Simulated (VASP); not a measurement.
# Al2O3 (Corundum) (R-3c) in VASP: further runs

Runs on Al2O3 (Corundum). Level: LDA. Tasks: dielectric tensor.

Everything below comes from runs of VASP 6.6.1. Logs are shortened: lines on timing, memory, paths and dates and some standing lists are left out, and cuts for length are marked.

## (1) Starting point

The structure is trigonal, space group R-3c (No. 167). The conventional cell has a = 4.760 Å, b = 4.760 Å, c = 12.996 Å, α = 90.00°, β = 90.00°, γ = 120.00°. Al (site symmetry 3) has 6 O at 1.85 to 1.97 Å as nearest neighbours. O (site symmetry 2) has 4 Al at 1.85 to 1.97 Å as nearest neighbours.

## (2) Dielectric tensor, LDA

Contents of INCAR:

```
PREC     = Accurate       # precision mode
ENCUT    = 400            # plane-wave cutoff, eV
EDIFF    = 1E-8           # SCF threshold, eV
ISMEAR   = 0              # smearing method
SIGMA    = 0.01           # smearing width, eV
LREAL    = F              # projectors in reciprocal space
LASPH    = T              # aspherical terms in the spheres
NELM     = 100            # most SCF steps
ALGO     = Normal         # electronic algorithm
ISIF     = 2              # what is computed and relaxed
LWAVE    = F              # write WAVECAR
LCHARG   = F              # write CHGCAR
LEPSILON = T              # dielectric tensor by DFPT
```

Contents of KPOINTS:

```
regular mesh
0
Gamma
  3 3 3
```

Contents of POSCAR:

```
Al2O3
1.0
    2.3802500000      1.3742379782      4.3318666667
   -2.3802500000      1.3742379782      4.3318666667
    0.0000000000     -2.7484759565      4.3318666667
Al O
4 6
Direct
    0.8521600000      0.8521600000      0.8521600000
    0.6478400000      0.6478400000      0.6478400000
    0.1478400000      0.1478400000      0.1478400000
    0.3521600000      0.3521600000      0.3521600000
    0.0566800000      0.7500000000      0.4433200000
    0.7500000000      0.4433200000      0.0566800000
    0.4433200000      0.0566800000      0.7500000000
    0.9433200000      0.2500000000      0.5566800000
    0.2500000000      0.5566800000      0.9433200000
    0.5566800000      0.9433200000      0.2500000000
```

Potentials or basis: VASP PAW LDA potentials, release 64 (Al, O).

The run is started by

```
cat potpaw_LDA.64/Al/POTCAR potpaw_LDA.64/O/POTCAR > POTCAR
mpirun -np 1 vasp_std > vasp.out
```

OUTCAR:

```text
PREC = Accurate
   ENCUT = 400
   EDIFF = 1E-8
   ISMEAR = 0
   LREAL = F
   LASPH = T
   NELM = 100
   ISIF = 2
   LEPSILON = T

 Found      6 irreducible k-points:

 Following reciprocal coordinates:
            Coordinates               Weight
  0.000000  0.000000  0.000000      1.000000
  0.333333 -0.000000 -0.000000      6.000000
  0.333333  0.333333 -0.000000      6.000000
 -0.333333  0.333333  0.000000      6.000000
  0.333333  0.333333  0.333333      2.000000
 -0.333333  0.333333  0.333333      6.000000
   k-points           NKPTS =      6   k-points in BZ     NKDIM =      6   number of bands    NBANDS=     30
   number of dos      NEDOS =    301   number of ions     NIONS =     10
   total plane-waves  NPLWV =  46656
   dimension x,y,z NGX =    36 NGY =   36 NGZ =   36
   dimension x,y,z NGXF=    72 NGYF=   72 NGZF=   72
   ions per type =               4   6
   NGX,Y,Z   is equivalent  to a cutoff of  11.67, 11.67, 11.67 a.u.
   NGXF,Y,Z  is equivalent  to a cutoff of  23.33, 23.33, 23.33 a.u.
 SYSTEM =  unknown system
   PREC   = accura    normal or accurate (medium, high low for compatibility)
   ISTART =      0    job   : 0-new  1-cont  2-samecut
   ICHARG =      2    charge: 1-file 2-atom 10-const
   ISPIN  =      1    spin polarized calculation?
   LNONCOLLINEAR =      F non collinear calculations
   LSORBIT =      F    spin-orbit coupling
   LASPH  =      T    aspherical Exc in radial PAW
   ENCUT  =  400.0 eV  29.40 Ry    5.42 a.u.   8.37  8.37  8.37*2*pi/ulx,y,z
   NELM   =    100;   NELMIN=  2; NELMDL= -5     # of ELM steps
   EDIFF  = 0.1E-07   stopping-criterion for ELM
   LREAL  =      F    real-space projection
   EDIFFG = 0.1E-06   stopping-criterion for IOM
   NSW    =      0    number of steps for IOM
   IBRION =     -1    ionic relax: 0-MD 1-quasi-New 2-CG
   NFREE  =      0    steps in history (QN), initial steepest desc. (CG)
   ISIF   =      2    stress and relaxation
   ISYM   =      2    0-nonsym 1-usesym 2-fastsym
   POTIM  = 0.5000    time-step for ionic-motion
   TEBEG  =    0.0;   TEEND  =   0.0 temperature during run
   PSTRESS=    0.0 pullay stress
   NELECT =      48.0000    total number of electrons
   NUPDOWN=      -1.0000    fix difference up-down
   EMIN   =  10.00;   EMAX   =-10.00  energy-range for DOS
   EFERMI =   0.00;   METHOD = LEGACY
   ISMEAR =     0;   SIGMA  =   0.01  broadening in eV -4-tet -1-fermi 0-gaus
   EFERMI_NEDOS =   21; number of points for ismear=-14 and -15
   IALGO  =     38    algorithm
   IMIX   =      4    mixing-type and parameters
     AMIX     =   0.40;   BMIX     =  1.00
     AMIX_MAG =   1.60;   BMIX_MAG =  1.00
  volume/ion in A,a.u.               =       8.50        57.37
  Fermi-wavevector in a.u.,A,eV,Ry     =   1.353064  2.556920 24.909299  1.830782
  Thomas-Fermi vector in A             =   2.480350
   LORBIT       =      0    0 simple, 1 ext, 2 COOP (PROOUT), +10 PAW based schemes
   GGA     = CA    functional components
   LHFCALC =     F    Hartree Fock is set to
   AEXX    =    0.0000 exact exchange contribution
   IVDW    =     0    specifies the selected vdW correction
   LEPSILON=     T    determine dielectric tensor
   LRPA    =     F    only Hartree local field effects (RPA)
 non-spin polarized calculation
 Gauss-broadening in eV      SIGMA  =   0.01
  energy-cutoff  :      400.00
  volume of cell :       85.02
 maximum number of plane-waves:      1581
 NGX is ok and might be reduce to    36
   NGX = 17   NGY = 17   NGZ = 17

--------------------------------------- Ionic step        1  -------------------------------------------

 number of electron      48.0000015 magnetization

 E-fermi :   5.9205     XC(G=0): -12.1644

 val. band max:        5.8171066552   @ k =   0.0000   0.0000   0.0000
 cond. band min:      11.9871832509   @ k =   0.0000   0.0000   0.0000
 fundamental gap:      6.1700765958
 Fermi energy:         5.9205278694

 k-point     1 :       0.0000    0.0000    0.0000
  band No.  band energies     occupation
      1     -13.1994      2.00000
      2     -10.7724      2.00000
      3     -10.4787      2.00000
      4     -10.4787      2.00000
      5     -10.1526      2.00000
      6     -10.1526      2.00000
[... 22 lines left out ...]
     29      17.1579      0.00000
     30      17.2870      0.00000

 k-point     2 :       0.3333   -0.0000   -0.0000
  band No.  band energies     occupation
      1     -12.6301      2.00000
      2     -11.3310      2.00000
      3     -10.5393      2.00000
      4     -10.5131      2.00000
      5     -10.3740      2.00000
      6     -10.2292      2.00000
[... 22 lines left out ...]
     29      16.5402      0.00000
     30      17.0418      0.00000

 k-point     3 :       0.3333    0.3333   -0.0000
  band No.  band energies     occupation
      1     -12.4955      2.00000
      2     -10.9998      2.00000
      3     -10.8336      2.00000
      4     -10.7460      2.00000
      5     -10.5832      2.00000
      6     -10.1132      2.00000
[... 22 lines left out ...]
     29      16.5669      0.00000
     30      16.8003      0.00000

 k-point     4 :      -0.3333    0.3333    0.0000
  band No.  band energies     occupation
      1     -11.8279      2.00000
      2     -11.6865      2.00000
      3     -11.1099      2.00000
      4     -10.6353      2.00000
      5     -10.4989      2.00000
      6     -10.1560      2.00000
[... 22 lines left out ...]
     29      16.1496      0.00000
     30      16.2428      0.00000

 k-point     5 :       0.3333    0.3333    0.3333
  band No.  band energies     occupation
      1     -12.7140      2.00000
      2     -11.5370      2.00000
      3     -10.4120      2.00000
      4     -10.4120      2.00000
      5     -10.2492      2.00000
      6     -10.2492      2.00000
[... 22 lines left out ...]
     29      17.7838      0.00000
     30      17.9110      0.00000

 k-point     6 :      -0.3333    0.3333    0.3333
  band No.  band energies     occupation
      1     -11.9365      2.00000
      2     -11.7263      2.00000
      3     -11.1119      2.00000
      4     -10.7080      2.00000
      5     -10.2558      2.00000
      6     -10.1341      2.00000
[... 22 lines left out ...]
     29      16.5124      0.00000
     30      17.2032      0.00000

  FORCE on cell =-STRESS in cart. coord.  units (eV):
  Direction    XX          YY          ZZ          XY          YZ          ZX
  --------------------------------------------------------------------------------------
  -------------------------------------------------------------------------------------
  Total       -5.6852408     -5.6852408     -5.8013754      0.0000000      0.0000000      0.0000000
  in kB     -107.1392490   -107.1392490   -109.3278238      0.0000000      0.0000000      0.0000000
  external PRESSURE =    -107.8687740 kB  Pullay stress =       0.0000000 kB

 VOLUME and BASIS-vectors are now :
 -----------------------------------------------------------------------------
  energy-cutoff  :      400.00
  volume of cell :       85.02
      direct lattice vectors                 reciprocal lattice vectors
     2.380250000  1.374237978  4.331866667     0.210061968  0.121279334  0.076949121
    -2.380250000  1.374237978  4.331866667    -0.210061968  0.121279334  0.076949121
     0.000000000 -2.748475957  4.331866667     0.000000000 -0.242558668  0.076949121

 POSITION                                       TOTAL-FORCE (eV/Angst)
 -----------------------------------------------------------------------------------
      0.00000     -0.00000     11.07433        -0.000000      0.000000     -0.053862
      0.00000     -0.00000      8.41907        -0.000000     -0.000000      0.053862
      0.00000     -0.00000      1.92127        -0.000000     -0.000000      0.053862
      0.00000     -0.00000      4.57653        -0.000000      0.000000     -0.053862
     -1.65027     -0.10988      5.41483        -0.052885     -0.091599      0.000000
      0.72998      1.48412      5.41483        -0.052885      0.091599      0.000000
      0.92030     -1.37424      5.41483         0.105769     -0.000000      0.000000
      1.65027      0.10988      7.58077         0.052885      0.091599      0.000000
     -0.72998     -1.48412      7.58077         0.052885     -0.091599      0.000000
     -0.92030      1.37424      7.58077        -0.105769     -0.000000      0.000000
 -----------------------------------------------------------------------------------
    total drift:                               -0.000000      0.000000     -0.000000

  FREE ENERGIE OF THE ION-ELECTRON SYSTEM (eV)
  ---------------------------------------------------
  free  energy   TOTEN  =       -83.2390992451 eV

  energy  without entropy=      -83.2390992451  energy(sigma->0) =      -83.23909925

 HEAD OF MICROSCOPIC STATIC DIELECTRIC TENSOR (INDEPENDENT PARTICLE, excluding Hartree and local field effects)
 ------------------------------------------------------
           3.385250     0.000000     0.000000
           0.000000     3.385250    -0.000000
           0.000000    -0.000000     3.338082
 ------------------------------------------------------

 Free energy of the ion-electron system (eV)
  ---------------------------------------------------
  ---------------------------------------------------
  free energy    TOTEN  =        -0.56450798 eV

  energy without entropy =       -0.56450798

------------------------ aborting loop because EDIFF is reached ----------------------------------------

--------------------------------------- Ionic step        2  -------------------------------------------

------------------------ aborting loop because EDIFF is reached ----------------------------------------

--------------------------------------- Ionic step        3  -------------------------------------------

 Free energy of the ion-electron system (eV)
  ---------------------------------------------------
  ---------------------------------------------------
  free energy    TOTEN  =        -0.55465485 eV

  energy without entropy =       -0.55465485

------------------------ aborting loop because EDIFF is reached ----------------------------------------

 PIEZOELECTRIC TENSOR FIELD DIRECTION 3  (e Angst)
 -----------------------------------------------------------------------------
    -0.00025  0.00000  0.00000           ( -0.00001  0.00000  0.00000)
     0.00000 -0.00025  0.00000           (  0.00000 -0.00001  0.00000)
     0.00000  0.00000  0.00005           (  0.00000  0.00000 -0.00004)

 PIEZOELECTRIC TENSOR FIELD DIRECTION 3  (C/m^2)
 -----------------------------------------------------------------------------
    -0.00005  0.00000  0.00000
     0.00000 -0.00005  0.00000
     0.00000  0.00000  0.00001

 MACROSCOPIC STATIC DIELECTRIC TENSOR (including local field effects in DFT)
 ------------------------------------------------------
           3.261140    -0.000000     0.000000
           0.000000     3.261140    -0.000000
           0.000000    -0.000000     3.222620
 ------------------------------------------------------

 PIEZOELECTRIC TENSOR (including local field effects)  for field in x, y, z        (e  Angst)
          XX          YY          ZZ          XY          YZ          ZX
  --------------------------------------------------------------------------------
  x     0.00000     0.00000     0.00000     0.00000     0.00000     0.00000
  y     0.00000     0.00000     0.00000     0.00000     0.00000     0.00000
  z     0.00000     0.00000     0.00000     0.00000     0.00000     0.00000

 PIEZOELECTRIC TENSOR (including local field effects)  for field in x, y, z        (C/m^2)
          XX          YY          ZZ          XY          YZ          ZX
  --------------------------------------------------------------------------------
  x     0.00000     0.00000     0.00000     0.00000     0.00000     0.00000
  y     0.00000     0.00000     0.00000     0.00000     0.00000     0.00000
  z     0.00000     0.00000     0.00000     0.00000     0.00000     0.00000

 BORN EFFECTIVE CHARGES (including local field effects) (in |e|, cummulative output)
 ---------------------------------------------------------------------------------
 ion    1
    1     2.95009     0.03028    -0.00000
    2    -0.03028     2.95009    -0.00000
    3     0.00000    -0.00000     2.91984
 ion    2
    1     2.95009    -0.03028     0.00000
    2     0.03028     2.95009    -0.00000
    3     0.00000    -0.00000     2.91984
 ion    3
    1     2.95009     0.03028     0.00000
    2    -0.03028     2.95009    -0.00000
    3     0.00000    -0.00000     2.91984
 ion    4
    1     2.95009    -0.03028    -0.00000
    2     0.03028     2.95009    -0.00000
    3     0.00000    -0.00000     2.91984
 ion    5
    1    -1.91802    -0.08437     0.21802
    2    -0.08437    -2.01544    -0.12587
    3     0.30037    -0.17342    -1.94656
 ion    6
    1    -1.91802     0.08437    -0.21802
    2     0.08437    -2.01544    -0.12587
    3    -0.30037    -0.17342    -1.94656
 ion    7
    1    -2.06415     0.00000     0.00000
    2     0.00000    -1.86931     0.25175
    3     0.00000     0.34684    -1.94656
 ion    8
    1    -1.91802    -0.08437     0.21802
    2    -0.08437    -2.01544    -0.12587
    3     0.30037    -0.17342    -1.94656
 ion    9
    1    -1.91802     0.08437    -0.21802
    2     0.08437    -2.01544    -0.12587
    3    -0.30037    -0.17342    -1.94656
 ion   10
    1    -2.06415    -0.00000     0.00000
    2     0.00000    -1.86931     0.25175
    3     0.00000     0.34684    -1.94656
```

Wall time 1.7 min (1 thread of AMD EPYC 9R45 (Zen 5), shared host); peak memory 0.17 GiB.

These settings aren't checked as converged: the numbers below hold their error.

Results:

```yaml
Band_gap_on_the_k_mesh: 6.17 eV, direct
Electronic_dielectric_tensor_diagonal: 3.26, 3.26, 3.22
Born_charges_mean_of_the_diagonal: Al +2.94; O -1.96 e
```

Caveat: the k mesh is coarse (spacing up to 0.53 Å⁻¹), so the values aren't converged; the cutoff is under 1.25 times the usual one of these potentials, so pressure, stress and relaxed cells hold a basis-set (Pulay) error.

(Part 1 of 2 ends here.)
